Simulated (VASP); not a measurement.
MnSi:

```xyz
2
Lattice="0.0000 2.5272 2.5272 2.5272 0.0000 2.5272 2.5272 2.5272 0.0000" Properties=species:S:1:pos:R:3 pbc="T T T"
Mn    0.0000    0.0000    0.0000
Si    1.2636    1.2636    1.2636
```

The cell was built by a generator and needn't be a form met in nature.

| Property | Result |
| --- | --- |
| Program | VASP 6.6.1 |
| Task | relaxation of cell and atoms |
| Functional | PBEsol |
| Potentials or basis | VASP PAW PBE potentials, release 64 (Mn_pv, Si) |
| Cutoff | 600 eV |
| k mesh | 9 × 9 × 9 |
| Occupations | gaussian, width 0.05 eV |
| Spin | collinear spin, ferromagnetic start |
| Starting moments | [4.0, 0.0] μB |

At the start: pressure 14.5 GPa; volume 16.14 Å³/atom.

How do energy, volume and symmetry change on relaxing?

Over 5 steps the energy falls by 101.3 meV/atom and the volume is 18.87 Å³/atom (+16.9 %); space group F-43m (No. 216, to 0.05 Å); moment 2.42 μB per cell.

Step by step:
```tsv
step	energy change (eV)	largest force (eV/Å)	pressure (GPa)	volume (Å³)
1	0.0000	0.0000	14.51	32.28
2	-0.1829	0.0000	-3.29	39.61
3	-0.2024	0.0000	0.30	37.46
4	-0.2026	0.0000	0.11	37.63
5	-0.2027	0.0000	-0.04	37.74
```

Final structure:
```cif
data_structure
_symmetry_space_group_name_H-M 'P 1'
_symmetry_Int_Tables_number 1
_cell_length_a 3.7651
_cell_length_b 3.7651
_cell_length_c 3.7651
_cell_angle_alpha 60.000
_cell_angle_beta 60.000
_cell_angle_gamma 60.000
_cell_volume 37.74
loop_
_atom_site_label
_atom_site_type_symbol
_atom_site_fract_x
_atom_site_fract_y
_atom_site_fract_z
_atom_site_occupancy
Mn1 Mn 0.00000 0.00000 0.00000 1
Si1 Si 0.25000 0.25000 0.25000 1
```

Caveat: the volume moved by over 15 % at a fixed basis, so the end points are rough; the PAW data sets were made with another functional, which shifts forces and pressure a little.
